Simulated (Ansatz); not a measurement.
Runs of Ansatz 0.2.0 on MnO. It takes space group Fm-3m (No. 225, cubic). Conventional cell: a = 4.448 Å, b = 4.448 Å, c = 4.448 Å, α = 90.00°, β = 90.00°, γ = 90.00°. Mn (site symmetry m-3m) is surrounded by 6 O at 2.22 Å. Around O (site symmetry m-3m) lie 6 Mn at 2.22 Å. The cell is a database's computed one.

| level | spin | k mesh | cutoff (eV) | share of exact exchange | mesh quality | gap on the mesh (eV) | pressure (GPa) | moment (μB) |
| --- | --- | --- | --- | --- | --- | --- | --- | --- |
| r2SCAN0 | collinear, ferromagnetic start | 6 × 6 × 6 | 500 | 0.25 | not flagged | 2.49 | (a) | 5.00 |
| r2SCAN0 form with a typed share of exact exchange | collinear, ferromagnetic start | 6 × 6 × 6 | 500 | 0.15 | not flagged | 1.44 | -0.8 | 5.00 |
| PBE | off | 10 × 10 × 10 | 420 | - | not flagged | none | -33.9 | - |
| r2SCAN0 form with a typed share of exact exchange | collinear, ferromagnetic start | 6 × 6 × 6 | 500 | 0.1 | not flagged | (b) | -0.4 | 5.00 |
| PBE | collinear, random start | 10 × 10 × 10 | 420 | - | not flagged | none | 0.1 | 4.79 |
| r2SCAN0 form with a typed share of exact exchange | collinear, ferromagnetic start | 6 × 6 × 6 | 500 | 0 | coarse | none | 0.2 | 4.99 |
| r2SCAN0 form with a typed share of exact exchange | collinear, ferromagnetic start | 6 × 6 × 6 | 500 | 0.5 | not flagged | (c) | -3.2 | 5.00 |
| r2SCAN0 form with a typed share of exact exchange | collinear, ferromagnetic start | 6 × 6 × 6 | 500 | 0.35 | not flagged | 3.54 | -2.2 | 5.00 |
| PBE | collinear, ferromagnetic start | 10 × 10 × 10 | 420 | - | not flagged | none | 0.1 | 4.79 |

Alike in all rows: task single point; potentials or basis Ansatz PAW; cell as given; smearing fermi-dirac 0.05 eV.

Q: Estimate the missing entries.

A: (a) -1.5; (b) 0.92; (c) 5.13.

Caveats: some runs use coarse meshes; a cell with one magnetic atom can't hold antiferromagnetic order, which such compounds often take (some runs); the magnetic or orbital state may not be the lowest (some runs); the PAW data sets come from PBE, with cores solved anew for the run's functional, which leaves a small shift of forces and pressure (some runs); the thresholds are loose for stress (some runs); semilocal functionals often make such compounds metallic where correlation or magnetic order opens a gap, which also shifts bond lengths (some runs); a pressure of tens of GPa on the cell as given is suspect, and the run, the potentials or the cell itself is likely at fault (some runs); an odd number of electrons without spin polarisation forces a metal (some runs).

A k mesh can miss the band edges.

A gap of «none» marks a metal or a gap under the smearing width.
